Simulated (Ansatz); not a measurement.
Crystal: BAs.

```
CELL_PARAMETERS angstrom
0.00000 2.38850 2.38850
2.38850 0.00000 2.38850
2.38850 2.38850 0.00000
ATOMIC_POSITIONS crystal
As 0.75000 0.75000 0.75000
B 0.00000 0.00000 0.00000
```

| Quantity | Value |
| --- | --- |
| Program | Ansatz 0.2.0 |
| Task | relaxation of cell and atoms |
| Functional | PBEsol |
| Dispersion | D4 |
| Potentials or basis | all-electron LAPW, scalar-relativistic |
| Basis error allowed | 0.001 eV/atom |
| k mesh | 10 × 10 × 10 |
| Occupations | fermi-dirac, width 0.05 eV |
| Spin | no spin polarisation |

At the start: volume 13.63 Å³/atom.

Where does the relaxation end?

Over 4 steps the energy falls by 3.4 meV/atom and the volume is 13.30 Å³/atom (-2.4 %); space group F-43m (No. 216, to 0.05 Å).

The path:
```csv
step,energy change (eV),largest force (eV/Å),volume (Å³)
1,0.0000,0.0000,27.25
2,-0.0063,0.0000,26.78
3,-0.0068,0.0000,26.60
4,-0.0068,0.0000,26.60
```

Final structure:
```cif
data_structure
_symmetry_space_group_name_H-M 'P 1'
_symmetry_Int_Tables_number 1
_cell_length_a 3.3506
_cell_length_b 3.3506
_cell_length_c 3.3506
_cell_angle_alpha 60.000
_cell_angle_beta 60.000
_cell_angle_gamma 60.000
_cell_volume 26.60
loop_
_atom_site_label
_atom_site_type_symbol
_atom_site_fract_x
_atom_site_fract_y
_atom_site_fract_z
_atom_site_occupancy
As1 As 0.75000 0.75000 0.75000 1
B1 B 0.00000 0.00000 0.00000 1
```
